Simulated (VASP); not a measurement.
# BAs (F-43m) in VASP: further runs, part 2 of 2

VASP 6.6.1. The steps go on from the part before.

### Step 6. Single point, PBE (a relaxed cell with its volume scaled by 1.06)

Input file INCAR:

```
SYSTEM = BAs
PREC     = Accurate       ! precision mode
ENCUT    = 520            ! plane-wave cutoff, eV
EDIFF    = 1E-7           ! SCF threshold, eV
ISMEAR   = 0              ! smearing method
SIGMA    = 0.02           ! smearing width, eV
LREAL    = .False.        ! projectors in reciprocal space
LASPH    = .True.         ! aspherical terms in the spheres
NELM     = 60             ! most SCF steps
ALGO     = Normal         ! electronic algorithm
ISIF     = 2              ! what is computed and relaxed
LWAVE    = .False.        ! write WAVECAR
LCHARG   = .False.        ! write CHGCAR
GGA      = PE             ! functional
NBANDS   = 11             ! bands
```

Input file KPOINTS:

```
Automatic mesh
0
Gamma
  4 4 4
  0 0 0
```

Input file POSCAR:

```
BAs                                     
1.0
    0.0000000000      2.4588730049      2.4588730049
    2.4588730049      0.0000000000      2.4588730049
    2.4588730049      2.4588730049      0.0000000000
  B               As            
     1     1
Direct
     0.0000000000000000    0.0000000000000000    0.0000000000000000
     0.2500000000000000    0.2500000000000000    0.2500000000000000
```

Potentials or basis: VASP PAW PBE potentials, release 64 (B, As).

Command:

```console
$ cat potpaw_PBE.64/B/POTCAR potpaw_PBE.64/As/POTCAR > POTCAR
$ mpirun -np 1 vasp_std > vasp.out
```

OUTCAR:

```text
SYSTEM = BAs
   PREC = Accurate
   ENCUT = 520
   EDIFF = 1E-7
   ISMEAR = 0
   LREAL = .False.
   LASPH = .True.
   NELM = 60
   ISIF = 2
   GGA = PE

 ion  position               nearest neighbor table
   1  0.000  0.000  0.000-   2 2.13   2 2.13   2 2.13   2 2.13
   2  0.250  0.250  0.250-   1 2.13   1 2.13   1 2.13   1 2.13

  LATTYP: Found a face centered cubic cell.
 ALAT       =     4.9177460098

  Lattice vectors:

 A1 = (   0.0000000000,   2.4588730049,   2.4588730049)
 A2 = (   2.4588730049,   0.0000000000,   2.4588730049)
 A3 = (   2.4588730049,   2.4588730049,   0.0000000000)

Analysis of symmetry for initial positions (statically):
=====================================================================
 Subroutine PRICEL returns:
 Original cell was already a primitive cell.

 Routine SETGRP: Setting up the symmetry group for a
 face centered cubic supercell.

 Subroutine GETGRP returns: Found 24 space group operations
 (whereof 24 operations were pure point group operations)
 out of a pool of 48 trial point group operations.

The static configuration has the point symmetry T_d .

Analysis of symmetry for dynamics (positions and initial velocities):
=====================================================================
 Subroutine PRICEL returns:
 Original cell was already a primitive cell.

 Routine SETGRP: Setting up the symmetry group for a
 face centered cubic supercell.

 Subroutine GETGRP returns: Found 24 space group operations
 (whereof 24 operations were pure point group operations)
 out of a pool of 48 trial point group operations.

The dynamic configuration has the point symmetry T_d .

 Subroutine INISYM returns: Found 24 space group operations
 (whereof 24 operations are pure point group operations),
 and found     1 'primitive' translations

----------------------------------------------------------------------------------------

                                     Primitive cell

  volume of cell :      29.7330

  direct lattice vectors                    reciprocal lattice vectors
     0.000000000  2.458873005  2.458873005    -0.203345191  0.203345191  0.203345191
     2.458873005  0.000000000  2.458873005     0.203345191 -0.203345191  0.203345191
     2.458873005  2.458873005  0.000000000     0.203345191  0.203345191 -0.203345191

  length of vectors
     3.477371552  3.477371552  3.477371552     0.352204202  0.352204202  0.352204202

  position of ions in fractional coordinates (direct lattice)
     0.000000000  0.000000000  0.000000000
     0.250000000  0.250000000  0.250000000

  ion indices of the primitive-cell ions
   primitive index   ion index
                 1           1
                 2           2

----------------------------------------------------------------------------------------

 KPOINTS: Automatic mesh

Automatic generation of k-mesh.
 Grid dimensions read from file:
 generate k-points for:    4    4    4

 Generating k-lattice:

  Cartesian coordinates                     Fractional coordinates (reciprocal lattice)
    -0.050836298  0.050836298  0.050836298     0.250000000  0.000000000  0.000000000
     0.050836298 -0.050836298  0.050836298     0.000000000  0.250000000  0.000000000
     0.050836298  0.050836298 -0.050836298     0.000000000  0.000000000  0.250000000

  Length of vectors
     0.088051050  0.088051050  0.088051050

  Shift w.r.t. Gamma in fractional coordinates (k-lattice)
     0.000000000  0.000000000  0.000000000

 Subroutine IBZKPT returns following result:
 ===========================================

 Found      8 irreducible k-points:

 Following reciprocal coordinates:
            Coordinates               Weight
  0.000000  0.000000  0.000000      1.000000
  0.250000  0.000000  0.000000      8.000000
  0.500000  0.000000  0.000000      4.000000
  0.250000  0.250000  0.000000      6.000000
  0.500000  0.250000  0.000000     24.000000
 -0.250000  0.250000  0.000000     12.000000
  0.500000  0.500000  0.000000      3.000000
 -0.250000  0.500000  0.250000      6.000000
   k-points           NKPTS =      8   k-points in BZ     NKDIM =      8   number of bands    NBANDS=     11
   number of dos      NEDOS =    301   number of ions     NIONS =      2
   total plane-waves  NPLWV =  21952
   dimension x,y,z NGX =    28 NGY =   28 NGZ =   28
   dimension x,y,z NGXF=    56 NGYF=   56 NGZF=   56
   ions per type =               1   1
   NGX,Y,Z   is equivalent  to a cutoff of  13.39, 13.39, 13.39 a.u.
   NGXF,Y,Z  is equivalent  to a cutoff of  26.77, 26.77, 26.77 a.u.
 SYSTEM =  BAs
   PREC   = accura    normal or accurate (medium, high low for compatibility)
   ISTART =      0    job   : 0-new  1-cont  2-samecut
   ICHARG =      2    charge: 1-file 2-atom 10-const
   ISPIN  =      1    spin polarized calculation?
   LNONCOLLINEAR =      F non collinear calculations
   LSORBIT =      F    spin-orbit coupling
   LASPH  =      T    aspherical Exc in radial PAW
   ENCUT  =  520.0 eV  38.22 Ry    6.18 a.u.   6.47  6.47  6.47*2*pi/ulx,y,z
   NELM   =     60;   NELMIN=  2; NELMDL= -5     # of ELM steps
   EDIFF  = 0.1E-06   stopping-criterion for ELM
   LREAL  =      F    real-space projection
   EDIFFG = 0.1E-05   stopping-criterion for IOM
   NSW    =      0    number of steps for IOM
   IBRION =     -1    ionic relax: 0-MD 1-quasi-New 2-CG
   NFREE  =      0    steps in history (QN), initial steepest desc. (CG)
   ISIF   =      2    stress and relaxation
   ISYM   =      2    0-nonsym 1-usesym 2-fastsym
   POTIM  = 0.5000    time-step for ionic-motion
   TEBEG  =    0.0;   TEEND  =   0.0 temperature during run
   PSTRESS=    0.0 pullay stress
   NELECT =       8.0000    total number of electrons
   NUPDOWN=      -1.0000    fix difference up-down
   EMIN   =  10.00;   EMAX   =-10.00  energy-range for DOS
   EFERMI =   0.00;   METHOD = LEGACY
   ISMEAR =     0;   SIGMA  =   0.02  broadening in eV -4-tet -1-fermi 0-gaus
   EFERMI_NEDOS =   21; number of points for ismear=-14 and -15
   IALGO  =     38    algorithm
   IMIX   =      4    mixing-type and parameters
     AMIX     =   0.40;   BMIX     =  1.00
     AMIX_MAG =   1.60;   BMIX_MAG =  1.00
  volume/ion in A,a.u.               =      14.87       100.32
  Fermi-wavevector in a.u.,A,eV,Ry     =   1.056879  1.997212 15.197624  1.116994
  Thomas-Fermi vector in A             =   2.192131
   LORBIT       =      0    0 simple, 1 ext, 2 COOP (PROOUT), +10 PAW based schemes
   GGA     = PE    functional components
   LHFCALC =     F    Hartree Fock is set to
   AEXX    =    0.0000 exact exchange contribution
   IVDW    =     0    specifies the selected vdW correction
   LEPSILON=     F    determine dielectric tensor
   LRPA    =     F    only Hartree local field effects (RPA)
 non-spin polarized calculation
 Gauss-broadening in eV      SIGMA  =   0.02
  energy-cutoff  :      520.00
  volume of cell :       29.73
 maximum number of plane-waves:       821
 NGX is ok and might be reduce to    28
   NGX = 13   NGY = 13   NGZ = 13

 number of electron       8.0000000 magnetization

 Free energy of the ion-electron system (eV)
  ---------------------------------------------------
  ext. energy  EPLUGINS =         0.00000000
  ---------------------------------------------------
  free energy    TOTEN  =       -11.20047132 eV

  energy without entropy =      -11.20047132  energy(sigma->0) =      -11.20047132

 E-fermi :   5.4189     XC(G=0): -10.1882

 val. band max:        5.2371710657   @ k =   0.0000   0.0000   0.0000
 cond. band min:       6.7431890718   @ k =   0.5000   0.5000   0.0000
 fundamental gap:      1.5060180061
 Fermi energy:         5.4189008073

 k-point     1 :       0.0000    0.0000    0.0000
  band No.  band energies     occupation
      1      -9.4086      2.00000
      2       5.2372      2.00000
      3       5.2372      2.00000
      4       5.2372      2.00000
      5       8.3954      0.00000
      6       8.3954      0.00000
      7       8.3954      0.00000
      8       8.8512      0.00000
      9      14.4169      0.00000
     10      17.8212      0.00000
     11      17.8212      0.00000
[... 85 lines left out ...]
 k-point     8 :      -0.2500    0.5000    0.2500
  band No.  band energies     occupation
      1      -5.5389      2.00000
      2      -2.4420      2.00000
      3       0.2497      2.00000
      4       0.5251      2.00000
      5      10.4516      0.00000
      6      10.7068      0.00000
      7      11.7224      0.00000
      8      11.8360      0.00000
      9      16.8156      0.00000
     10      19.7162      0.00000
     11      20.2965      0.00000

------------------------ aborting loop because EDIFF is reached ----------------------------------------

  FORCE on cell =-STRESS in cart. coord.  units (eV):
  Direction    XX          YY          ZZ          XY          YZ          ZX
  --------------------------------------------------------------------------------------
  -------------------------------------------------------------------------------------
  Total       -1.2629435     -1.2629435     -1.2629435      0.0000000      0.0000000      0.0000000
  in kB      -68.0543997    -68.0543997    -68.0543997      0.0000000      0.0000000      0.0000000
  external PRESSURE =     -68.0543997 kB  Pullay stress =       0.0000000 kB

 VOLUME and BASIS-vectors are now :
 -----------------------------------------------------------------------------
  energy-cutoff  :      520.00
  volume of cell :       29.73
      direct lattice vectors                 reciprocal lattice vectors
     0.000000000  2.458873005  2.458873005    -0.203345191  0.203345191  0.203345191
     2.458873005  0.000000000  2.458873005     0.203345191 -0.203345191  0.203345191
     2.458873005  2.458873005  0.000000000     0.203345191  0.203345191 -0.203345191

 POSITION                                       TOTAL-FORCE (eV/Angst)
 -----------------------------------------------------------------------------------
      0.00000      0.00000      0.00000         0.000000      0.000000      0.000000
      1.22944      1.22944      1.22944        -0.000000     -0.000000     -0.000000
 -----------------------------------------------------------------------------------
    total drift:                               -0.000000     -0.000000      0.000000

  FREE ENERGIE OF THE ION-ELECTRON SYSTEM (eV)
  ---------------------------------------------------
  free  energy   TOTEN  =       -11.2004713230 eV

  energy  without entropy=      -11.2004713230  energy(sigma->0) =      -11.20047132
```

It took 3.3 s on 1 thread of Intel Xeon 6975P-C (Granite Rapids), shared host; peak memory 0.15 GiB.

Results:

- Free energy: -11.2005 eV
- Pressure: -6.8 GPa
- Band gap on the k mesh: 1.51 eV, indirect (least direct gap 3.16 eV)

Levels at points of the mesh, in eV from the valence-band top:
| k point | band 1 | band 2 | band 3 | band 4 | band 5 | band 6 | band 7 | band 8 | band 9 |
| --- | --- | --- | --- | --- | --- | --- | --- | --- | --- |
| (0.00, 0.00, 0.00) | -14.65 | 0.00 | 0.00 | 0.00 | 3.16 | 3.16 | 3.16 | 3.61 | 9.18 |
| (0.50, 0.00, 0.00) | -12.08 | -8.19 | -1.68 | -1.68 | 2.20 | 4.66 | 4.66 | 8.67 | 12.11 |
| (0.50, 0.50, 0.00) | -10.90 | -8.07 | -3.74 | -3.74 | 1.51 | 1.51 | 10.55 | 10.55 | 12.12 |

Caveat: the k mesh is coarse (spacing up to 0.55 Å⁻¹), so the values aren't converged. A k mesh can miss the band edges.

### Step 7. Summary

| cell | gap on the mesh (eV) | pressure (GPa) |
| --- | --- | --- |
| as given | 1.45 | 0.0 |
| a relaxed cell with its volume scaled by 0.97 | 1.41 | 4.3 |
| a relaxed cell with its volume scaled by 1.03 | 1.48 | -3.7 |
| a relaxed cell with its volume scaled by 0.94 | 1.36 | 9.3 |
| a relaxed cell with its volume scaled by 1.06 | 1.51 | -6.8 |

Alike in all rows: task single point; level PBE; potentials or basis VASP PAW PBE potentials, release 64 (B, As); no spin polarisation; k mesh 4 × 4 × 4; cutoff (eV) 520; smearing gaussian 0.02 eV; the mesh is coarse, so values aren't converged.

Caveats: all runs use coarse meshes.

Total energies depend on the potentials used, so only differences within one code and one set of settings carry meaning.
